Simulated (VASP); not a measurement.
# LaB6 (Pm-3m) in VASP: notebook

One crystal, LaB6, is run at these levels: PBEsol, LDA; tasks: relaxation of cell and atoms.

All numbers are computed with VASP 6.6.1; they aren't measurements. Logs are shortened: lines on timing, memory, paths and dates and some standing lists are left out, and cuts for length are marked.

## 1. The crystal as given

Symmetry: Pm-3m, No. 221, cubic system. The conventional cell has a = 4.153 Å, b = 4.153 Å, c = 4.153 Å, α = 90.00°, β = 90.00°, γ = 90.00°. Around La (site symmetry m-3m) lie 24 B at 3.05 Å. B (site symmetry 4mm) is surrounded by 5 B at 1.66 to 1.76 Å.

The cell is a database's computed one.

## 2. Relaxation of cell and atoms, PBEsol

INCAR

```
ALGO = Normal
EDIFF = 1E-7
EDIFFG = -0.005
ENCUT = 600
GGA = PS
IBRION = 2
ISIF = 3
ISMEAR = 0
LASPH = True
LCHARG = False
LREAL = False
LWAVE = False
NELM = 80
NSW = 90
PREC = Accurate
SIGMA = 0.1
```

KPOINTS

```
k-points
0
Gamma
  8 8 8
```

POSCAR

```
LaB6
1.0
    4.1526084300      0.0000000000      0.0000000000
    0.0000000000      4.1526084300      0.0000000000
    0.0000000000      0.0000000000      4.1526084300
La B
1 6
Direct
    0.0000000000      0.0000000000      0.0000000000
    0.8001218200      0.5000000000      0.5000000000
    0.1998781800      0.5000000000      0.5000000000
    0.5000000000      0.5000000000      0.8001218200
    0.5000000000      0.5000000000      0.1998781800
    0.5000000000      0.1998781800      0.5000000000
    0.5000000000      0.8001218200      0.5000000000
```

Potentials or basis: VASP PAW PBE potentials, release 64 (La, B).

Started as:

```
cat potpaw_PBE.64/La/POTCAR potpaw_PBE.64/B/POTCAR > POTCAR
mpirun -np 1 vasp_std > vasp.out
```

OUTCAR:

```text
EDIFF = 1E-7
   EDIFFG = -0.005
   ENCUT = 600
   GGA = PS
   IBRION = 2
   ISIF = 3
   ISMEAR = 0
   LASPH = True
   LREAL = False
   NELM = 80
   NSW = 90
   PREC = Accurate

 ion  position               nearest neighbor table
   1  0.000  0.000  0.000-
   2  0.800  0.500  0.500-   3 1.66   4 1.76   5 1.76   6 1.76   7 1.76
   3  0.200  0.500  0.500-   2 1.66   4 1.76   5 1.76   6 1.76   7 1.76
   4  0.500  0.500  0.800-   5 1.66   3 1.76   2 1.76   6 1.76   7 1.76
   5  0.500  0.500  0.200-   4 1.66   3 1.76   2 1.76   6 1.76   7 1.76
   6  0.500  0.200  0.500-   7 1.66   3 1.76   4 1.76   5 1.76   2 1.76
   7  0.500  0.800  0.500-   6 1.66   3 1.76   4 1.76   5 1.76   2 1.76

  LATTYP: Found a simple cubic cell.
 ALAT       =     4.1526084300

  Lattice vectors:

 A1 = (   4.1526084300,   0.0000000000,   0.0000000000)
 A2 = (   0.0000000000,   4.1526084300,   0.0000000000)
 A3 = (   0.0000000000,   0.0000000000,   4.1526084300)

Analysis of symmetry for initial positions (statically):
=====================================================================
 Subroutine PRICEL returns:
 Original cell was already a primitive cell.

 Routine SETGRP: Setting up the symmetry group for a
 simple cubic supercell.

 Subroutine GETGRP returns: Found 48 space group operations
 (whereof 48 operations were pure point group operations)
 out of a pool of 48 trial point group operations.

The static configuration has the point symmetry O_h .

Analysis of symmetry for dynamics (positions and initial velocities):
=====================================================================
 Subroutine PRICEL returns:
 Original cell was already a primitive cell.

 Routine SETGRP: Setting up the symmetry group for a
 simple cubic supercell.

 Subroutine GETGRP returns: Found 48 space group operations
 (whereof 48 operations were pure point group operations)
 out of a pool of 48 trial point group operations.

The dynamic configuration has the point symmetry O_h .

 Subroutine INISYM returns: Found 48 space group operations
 (whereof 48 operations are pure point group operations),
 and found     1 'primitive' translations

----------------------------------------------------------------------------------------

                                     Primitive cell

  volume of cell :      71.6082

  direct lattice vectors                    reciprocal lattice vectors
     4.152608430  0.000000000  0.000000000     0.240812496  0.000000000  0.000000000
     0.000000000  4.152608430  0.000000000     0.000000000  0.240812496  0.000000000
     0.000000000  0.000000000  4.152608430     0.000000000  0.000000000  0.240812496

  length of vectors
     4.152608430  4.152608430  4.152608430     0.240812496  0.240812496  0.240812496

  position of ions in fractional coordinates (direct lattice)
     0.000000000  0.000000000  0.000000000
     0.800121820  0.500000000  0.500000000
     0.199878180  0.500000000  0.500000000
     0.500000000  0.500000000  0.800121820
     0.500000000  0.500000000  0.199878180
     0.500000000  0.199878180  0.500000000
     0.500000000  0.800121820  0.500000000

  ion indices of the primitive-cell ions
   primitive index   ion index
                 1           1
                 2           2
                 3           3
                 4           4
                 5           5
                 6           6
                 7           7

----------------------------------------------------------------------------------------

 KPOINTS: k-points

Automatic generation of k-mesh.
 Grid dimensions read from file:
 generate k-points for:    8    8    8

 Generating k-lattice:

  Cartesian coordinates                     Fractional coordinates (reciprocal lattice)
     0.030101562  0.000000000  0.000000000     0.125000000  0.000000000  0.000000000
     0.000000000  0.030101562  0.000000000     0.000000000  0.125000000  0.000000000
     0.000000000  0.000000000  0.030101562     0.000000000  0.000000000  0.125000000

  Length of vectors
     0.030101562  0.030101562  0.030101562

  Shift w.r.t. Gamma in fractional coordinates (k-lattice)
     0.000000000  0.000000000  0.000000000

 Subroutine IBZKPT returns following result:
 ===========================================

 Found     35 irreducible k-points:

 Following reciprocal coordinates:
            Coordinates               Weight
  0.000000  0.000000  0.000000      1.000000
  0.125000  0.000000  0.000000      6.000000
  0.250000  0.000000  0.000000      6.000000
  0.375000  0.000000  0.000000      6.000000
  0.500000  0.000000  0.000000      3.000000
  0.125000  0.125000  0.000000     12.000000
[... 16 lines left out ...]
  0.375000  0.375000  0.125000     24.000000
  0.500000  0.375000  0.125000     24.000000
 [... further k-points ...]
   k-points           NKPTS =     35   k-points in BZ     NKDIM =     35   number of bands    NBANDS=     18
   number of dos      NEDOS =    301   number of ions     NIONS =      7
   total plane-waves  NPLWV =  46656
   dimension x,y,z NGX =    36 NGY =   36 NGZ =   36
   dimension x,y,z NGXF=    72 NGYF=   72 NGZF=   72
   ions per type =               1   6
   NGX,Y,Z   is equivalent  to a cutoff of  14.41, 14.41, 14.41 a.u.
   NGXF,Y,Z  is equivalent  to a cutoff of  28.82, 28.82, 28.82 a.u.
 SYSTEM =  unknown system
   PREC   = accura    normal or accurate (medium, high low for compatibility)
   ISTART =      0    job   : 0-new  1-cont  2-samecut
   ICHARG =      2    charge: 1-file 2-atom 10-const
   ISPIN  =      1    spin polarized calculation?
   LNONCOLLINEAR =      F non collinear calculations
   LSORBIT =      F    spin-orbit coupling
   LASPH  =      T    aspherical Exc in radial PAW
   ENCUT  =  600.0 eV  44.10 Ry    6.64 a.u.   8.29  8.29  8.29*2*pi/ulx,y,z
   NELM   =     80;   NELMIN=  2; NELMDL= -5     # of ELM steps
   EDIFF  = 0.1E-06   stopping-criterion for ELM
   LREAL  =      F    real-space projection
   EDIFFG = -.5E-02   stopping-criterion for IOM
   NSW    =     90    number of steps for IOM
   IBRION =      2    ionic relax: 0-MD 1-quasi-New 2-CG
   NFREE  =      1    steps in history (QN), initial steepest desc. (CG)
   ISIF   =      3    stress and relaxation
   ISYM   =      2    0-nonsym 1-usesym 2-fastsym
   POTIM  = 0.5000    time-step for ionic-motion
   TEBEG  =    0.0;   TEEND  =   0.0 temperature during run
   PSTRESS=    0.0 pullay stress
   NELECT =      29.0000    total number of electrons
   NUPDOWN=      -1.0000    fix difference up-down
   EMIN   =  10.00;   EMAX   =-10.00  energy-range for DOS
   EFERMI =   0.00;   METHOD = LEGACY
   ISMEAR =     0;   SIGMA  =   0.10  broadening in eV -4-tet -1-fermi 0-gaus
   EFERMI_NEDOS =   21; number of points for ismear=-14 and -15
   IALGO  =     38    algorithm
   IMIX   =      4    mixing-type and parameters
     AMIX     =   0.40;   BMIX     =  1.00
     AMIX_MAG =   1.60;   BMIX_MAG =  1.00
  volume/ion in A,a.u.               =      10.23        69.03
  Fermi-wavevector in a.u.,A,eV,Ry     =   1.211211  2.288857 19.960187  1.467032
  Thomas-Fermi vector in A             =   2.346734
   LORBIT       =      0    0 simple, 1 ext, 2 COOP (PROOUT), +10 PAW based schemes
   GGA     = PS    functional components
   LHFCALC =     F    Hartree Fock is set to
   AEXX    =    0.0000 exact exchange contribution
   IVDW    =     0    specifies the selected vdW correction
   LEPSILON=     F    determine dielectric tensor
   LRPA    =     F    only Hartree local field effects (RPA)
 conjugate gradient relaxation of ions
 non-spin polarized calculation
 Gauss-broadening in eV      SIGMA  =   0.10
  energy-cutoff  :      600.00
  volume of cell :       71.61
 maximum number of plane-waves:      2440
 NGX is ok and might be reduce to    36
   NGX = 17   NGY = 17   NGZ = 17

--------------------------------------- Ionic step        1  -------------------------------------------

 number of electron      29.0000000 magnetization

 Free energy of the ion-electron system (eV)
  ---------------------------------------------------
  ext. energy  EPLUGINS =         0.00000000
  ---------------------------------------------------
  free energy    TOTEN  =       -51.53394306 eV

  energy without entropy =      -51.53049430  energy(sigma->0) =      -51.53221868

------------------------ aborting loop because EDIFF is reached ----------------------------------------

  FORCE on cell =-STRESS in cart. coord.  units (eV):
  Direction    XX          YY          ZZ          XY          YZ          ZX
  --------------------------------------------------------------------------------------
  -------------------------------------------------------------------------------------
  Total       -1.2518907     -1.2518907     -1.2518907      0.0000000      0.0000000      0.0000000
  in kB      -28.0100604    -28.0100604    -28.0100604      0.0000000      0.0000000      0.0000000
  external PRESSURE =     -28.0100604 kB  Pullay stress =       0.0000000 kB

 VOLUME and BASIS-vectors are now :
 -----------------------------------------------------------------------------
  energy-cutoff  :      600.00
  volume of cell :       71.61
      direct lattice vectors                 reciprocal lattice vectors
     4.152608430  0.000000000  0.000000000     0.240812496  0.000000000  0.000000000
     0.000000000  4.152608430  0.000000000     0.000000000  0.240812496  0.000000000
     0.000000000  0.000000000  4.152608430     0.000000000  0.000000000  0.240812496
[... 124 lines left out ...]
 POSITION                                       TOTAL-FORCE (eV/Angst)
 -----------------------------------------------------------------------------------
      4.13033      0.00000      0.00000         0.000000      0.000000      0.000000
      3.30713      2.06516      2.06516        -0.070573      0.000000      0.000000
      0.82320      2.06516      2.06516         0.070573      0.000000      0.000000
      2.06516      2.06516      3.30713         0.000000      0.000000     -0.070573
      2.06516      2.06516      0.82320        -0.000000      0.000000      0.070573
      2.06516      0.82320      2.06516         0.000000      0.070573      0.000000
      2.06516      3.30713      2.06516        -0.000000     -0.070573      0.000000
 -----------------------------------------------------------------------------------
    total drift:                                0.000000     -0.000000     -0.000000

  FREE ENERGIE OF THE ION-ELECTRON SYSTEM (eV)
  ---------------------------------------------------
  free  energy   TOTEN  =       -51.5439491306 eV

  energy  without entropy=      -51.5405213621  energy(sigma->0) =      -51.54223525

--------------------------------------- Ionic step        5  -------------------------------------------

 number of electron      28.9999999 magnetization

 Free energy of the ion-electron system (eV)
  ---------------------------------------------------
  ext. energy  EPLUGINS =         0.00000000
  ---------------------------------------------------
  free energy    TOTEN  =       -51.54417117 eV

  energy without entropy =      -51.54079250  energy(sigma->0) =      -51.54248184

 E-fermi :   8.5574     XC(G=0): -11.4492

 val. band max:        8.4237479295   @ k =   0.3750   0.2500   0.1250
 cond. band min:       8.5650819170   @ k =   0.2500   0.2500   0.0000
 fundamental gap:      0.1413339875
 Fermi energy:         8.5574202179

 k-point     1 :       0.0000    0.0000    0.0000
  band No.  band energies     occupation
      1     -24.3094      2.00000
      2      -8.0624      2.00000
      3      -8.0624      2.00000
      4      -8.0624      2.00000
      5      -6.9712      2.00000
      6       0.6488      2.00000
[... 10 lines left out ...]
     17       8.8591      0.00002
     18      10.1523      0.00000
[... 463 lines left out ...]
 k-point    24 :       0.5000    0.3750    0.1250
  band No.  band energies     occupation
      1     -24.2562      2.00000
      2      -8.5719      2.00000
      3      -8.4346      2.00000
      4      -7.9842      2.00000
      5      -6.3363      2.00000
      6      -0.9805      2.00000
[... 10 lines left out ...]
     17      10.6658      0.00000
     18      10.6869      0.00000

 [... further k-points ...]
[... 5 lines left out ...]
  --------------------------------------------------------------------------------------
  -------------------------------------------------------------------------------------
  Total        0.0005000      0.0005000      0.0005000      0.0000000      0.0000000     -0.0000000
  in kB        0.0113680      0.0113680      0.0113680      0.0000000      0.0000000     -0.0000000
  external PRESSURE =       0.0113680 kB  Pullay stress =       0.0000000 kB

 VOLUME and BASIS-vectors are now :
 -----------------------------------------------------------------------------
  energy-cutoff  :      600.00
  volume of cell :       70.46
      direct lattice vectors                 reciprocal lattice vectors
     4.130388888  0.000000000  0.000000000     0.242107953 -0.000000000  0.000000000
     0.000000000  4.130388888  0.000000000    -0.000000000  0.242107953 -0.000000000
    -0.000000000  0.000000000  4.130388888    -0.000000000 -0.000000000  0.242107953

 POSITION                                       TOTAL-FORCE (eV/Angst)
 -----------------------------------------------------------------------------------
      0.00000      0.00000      0.00000         0.000000     -0.000000      0.000000
      3.30612      2.06519      2.06519         0.000168      0.000000      0.000000
      0.82426      2.06519      2.06519        -0.000168     -0.000000     -0.000000
      2.06519      2.06519      3.30612         0.000000      0.000000      0.000168
      2.06519      2.06519      0.82426         0.000000     -0.000000     -0.000168
      2.06519      0.82426      2.06519         0.000000     -0.000168     -0.000000
      2.06519      3.30612      2.06519         0.000000      0.000168      0.000000
 -----------------------------------------------------------------------------------
    total drift:                               -0.000000      0.000000      0.000000

  FREE ENERGIE OF THE ION-ELECTRON SYSTEM (eV)
  ---------------------------------------------------
  free  energy   TOTEN  =       -51.5441711712 eV

  energy  without entropy=      -51.5407925004  energy(sigma->0) =      -51.54248184

 reached required accuracy - stopping structural energy minimisation
```

Run time: 1.7 min. Hardware: 1 thread of Intel Xeon 6975P-C (Granite Rapids), shared host; peak memory 0.25 GiB.

Results:

```yaml
Free_energy: -51.5442 eV
Relaxed_volume: 10.07 Å³/atom
Relaxed_cell: a = 4.130 Å, b = 4.130 Å, c = 4.130 Å, α = 90.00°, β = 90.00°, γ = 90.00°
Space_group_after_relaxing_to_0.05_Å: Pm-3m (No. 221)
Energy_gained_by_relaxing: 1.5 meV/atom
Ionic_steps: 5
Pressure_after_relaxing: 0.0 GPa
Band_gap_on_the_k_mesh: none (metal or under the smearing width)
```

Step by step:
| step | energy change (eV) | largest force (eV/Å) | pressure (GPa) | volume (Å³) |
| --- | --- | --- | --- | --- |
| 1 | 0.0000 | 0.0262 | -2.80 | 71.61 |
| 2 | -0.0062 | 0.0398 | 1.86 | 69.77 |
| 3 | -0.0102 | 0.0354 | 0.03 | 70.47 |
| 4 | -0.0100 | 0.0706 | -0.04 | 70.46 |
| 5 | -0.0102 | 0.0002 | 0.00 | 70.46 |

Final structure:
```xyz
7
Lattice="4.1304 0.0000 0.0000 0.0000 4.1304 0.0000 0.0000 0.0000 4.1304" Properties=species:S:1:pos:R:3 pbc="T T T"
La    0.0000    0.0000    0.0000
B     3.3061    2.0652    2.0652
B     0.8243    2.0652    2.0652
B     2.0652    2.0652    3.3061
B     2.0652    2.0652    0.8243
B     2.0652    0.8243    2.0652
B     2.0652    3.3061    2.0652
```

Caveat: the PAW data sets were made with another functional, which shifts forces and pressure a little.

## 3. Relaxation of cell and atoms, LDA

INCAR, as its differences from that of step 2:

```diff
@@ -4,3 +4,3 @@
 ENCUT = 600
-GGA = PS
+GGA = CA
 IBRION = 2
```

KPOINTS is that of step 2.

POSCAR is that of step 2.

Potentials or basis: VASP PAW LDA potentials, release 64 (La, B).

Started as:

```
cat potpaw_LDA.64/La/POTCAR potpaw_LDA.64/B/POTCAR > POTCAR
mpirun -np 1 vasp_std > vasp.out
```

It took 91 s on 1 thread of Intel Xeon 6975P-C (Granite Rapids), shared host; peak memory 0.22 GiB.

The run converged. Its results:

* Free energy: -54.4038 eV
* Relaxed volume: 9.84 Å³/atom
* Relaxed cell: a = 4.099 Å, b = 4.099 Å, c = 4.099 Å, α = 90.00°, β = 90.00°, γ = 90.00°
* Space group after relaxing (to 0.05 Å): Pm-3m (No. 221)
* Energy gained by relaxing: 8.8 meV/atom
* Ionic steps: 5
* Pressure after relaxing: 0.0 GPa
* Band gap on the k mesh: none (metal or under the smearing width)

Step by step:
```
step  energy change (eV)  largest force (eV/Å)  pressure (GPa)  volume (Å³)
   1              0.0000                0.1321           -6.98        71.61
   2             -0.0202                0.5633            5.65        67.09
   3             -0.0587                0.2312           -0.35        69.06
   4             -0.0535                0.4073            0.55        68.57
   5             -0.0614                0.0011           -0.04        68.88
```

Final structure:
```xyz
7
Lattice="4.0991 0.0000 0.0000 0.0000 4.0991 0.0000 0.0000 0.0000 4.0991" Properties=species:S:1:pos:R:3 pbc="T T T"
La    0.0000    0.0000    0.0000
B     3.2800    2.0496    2.0496
B     0.8192    2.0496    2.0496
B     2.0496    2.0496    3.2800
B     2.0496    2.0496    0.8192
B     2.0496    0.8192    2.0496
B     2.0496    3.2800    2.0496
```

Levels at points of the mesh, in eV from the Fermi level:
```
           k point  band 11  band 12  band 13  band 14  band 15  band 16  band 17  band 18
(0.00, 0.00, 0.00)    -6.82    -1.81    -1.81    -1.81     0.27     0.27     0.27     1.68
(0.50, 0.00, 0.00)    -3.40    -3.40    -3.13    -2.50    -1.42     1.55     1.77     1.77
(0.50, 0.50, 0.00)    -4.47    -4.47    -2.82    -2.82     1.12     1.12     2.05     2.09
(0.50, 0.50, 0.50)    -4.61    -2.32    -2.32    -2.32     1.55     1.86     1.86     1.86
```

Spin-orbit coupling is left out, which matters for the levels of La.
